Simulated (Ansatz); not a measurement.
input.yaml (Ansatz)

```yaml
crystal:
  lattice:
    - [0.0, 2.2747967252, 2.2747967252]
    - [2.2747967252, 0.0, 2.2747967252]
    - [2.2747967252, 2.2747967252, 0.0]
  atoms:
    - { symbol: Se, position: [0.0, 0.0, 0.0] }
hamiltonian:
  xc: rpbe
  pseudopotentials:
    kind: paw
    azcp:
      Se: "pseudopotentials/Se.paw.azcp"
basis:
  ecutwfc: 420
  fft_grid_basis: typed
kpoints:
  mp_grid: { grid: [14, 14, 14], shift: [0, 0, 0] }
magnetization:
  spin_polarized: false
scf:
  occupations: { method: fermi_dirac, width: 0.1 }
  lower_state_search: "off"
output:
  stress: true
```

Terminal output

```
Engine: ansatz 0.2.0, x86_64-unknown-linux-gnu
Pseudopotentials: kind: paw
Pseudopotential: Se, paw, valence charge 16, recommended cutoff 420 eV (normal) 
Functional definition: RPBE
  parameter kappa = 0.804
  parameter beta = 0.06672455060314922
  exchange = rpbe_x(kappa = kappa, mu = beta*pi^2/3)
  correlation = pbe_c(beta = beta)
Crystal: 1 atoms, lattice volume = 23.543 Å³
Basis set: ecut = 420 eV, 459 PW (Γ)
Bands: 12, of which v1, the nominal top of the filled ones, is band 8 counted from 1 (7 counted from 0)
Symmetry: 48 space group operations
Space group: Fm-3m (ITA 225), of the structure as read, at distance tolerance 2.9e-5 Å
k-points: 104 of 2744
Non-local potential: Se, projectors of the file, l = 0: 2, l = 1: 2, l = 2: 3, l = 3: 1
PAW form: soft (Blöchl's): semilocal exchange-correlation on the pseudo side does not see the compensation charge
PAW frozen core: Se, regenerated for the run's functional, and the local potential with it (the file was generated under x = pbe(κ = 0.804, μ = 0.2195149727645171), c = pbe(β = 0.06672455060314922))
PAW one-centre angular grid: Se, 590 points (default); XC on 64 Gauss nodes
Initial density: superposition of atomic densities (neutral atoms: chi_scale 0, normalization atom), corrected by the library's trained network
Initial wavefunctions: pseudopotential atomic-orbital guess
Functional: x = rpbe, c = pbe(β = 0.06672455060314922)
SCF iter   1: F=—  HF=-5474.255826 eV  |F-HF|=—  |Δ(HF+E_count)|=         —  Δρ=1.59e-3  dr2=2.15e-4  ethr=1.77e-3  ⟨swp⟩=5.1  Hψ=7391  notcnv=0
SCF iter   2: F=—  HF=-5474.256061 eV  |F-HF|=—  |Δ(HF+E_count)|=   2.35e-4  Δρ=1.17e-3  dr2=1.88e-4  ethr=1.34e-6  ⟨swp⟩=2.4  Hψ=2740  notcnv=0
SCF iter   3: F=—  HF=-5474.256176 eV  |F-HF|=—  |Δ(HF+E_count)|=   1.15e-4  Δρ=2.73e-4  dr2=1.95e-5  ethr=1.17e-6  ⟨swp⟩=2.0  Hψ=1564  notcnv=0
SCF iter   4: F=—  HF=-5474.256166 eV  |F-HF|=—  |Δ(HF+E_count)|=   9.37e-6  Δρ=1.27e-4  dr2=3.23e-6  ethr=1.22e-7  ⟨swp⟩=2.0  Hψ=2072  notcnv=0
SCF iter   5: F=—  HF=-5474.256166 eV  |F-HF|=—  |Δ(HF+E_count)|=   6.84e-7  Δρ=3.06e-5  dr2=1.20e-7  ethr=2.02e-8  ⟨swp⟩=1.9  Hψ=1548  notcnv=0
SCF iter   6: F=-5474.256166 eV  HF=-5474.256166 eV  |F-HF|=8.82e-9  |Δ(HF+E_count)|=   6.92e-8  Δρ=1.01e-5  dr2=2.01e-8  ethr=6.25e-10  ⟨swp⟩=3.7  Hψ=3650  notcnv=0
SCF 1 converged in 6 iterations: F = -5474.256166 eV  dr2 = 2.01e-8
SCF converged after 6 iterations
Free energy (F): -5474.256166 eV
Harris-Foulkes:  -5474.256166 eV  (|F-HF|=8.82e-9)
Internal energy: -5474.216982 eV  (E = F + TS)
E sigma→0 (E₀):  -5474.236574 eV
Entropy (-TS):   -0.039184 eV (-39.184 meV/atom)
Fermi energy:    8.722506 eV
--- Per-component energies (eV) ---
  E_band       = -376.979395
  E_kinetic    = 114.452342
  E_local      = -2211.262778  (includes V_loc(G=0)·N_el)
  E_nonlocal   = -595.653071
  E_hartree    = 1096.225852
  E_xc         = -102.341343
  E_vxc        = -95.462648  (∫ρ·V_xc dr)
  E_paw        = -1917.919950  (= ΣΔE_a)
  E_vpaw       = 218.489953  (= ΣTr[D̂ρ^β])
  E_aug_tail   = -0.000608  (compensation charges beyond the density's cutoff)
  E_ewald      = -1857.442827
  E_core_change = -0.274599  (= ΣΔE_core)
  E_smearing   = -0.039184  (= −TS)
  E_closure    = 0.000000  (closes the sum)
  Σ components = -5474.256166   (vs F -5474.256166, Δ=0.00e0)
--- Stress (GPa, compression-positive) ---
       -5.239114      -0.000000      -0.000000
       -0.000000      -5.239114      -0.000000
       -0.000000      -0.000000      -5.239114
  P = ⅓ Tr σ = -5.2391 GPa (-52.391 kbar)
```
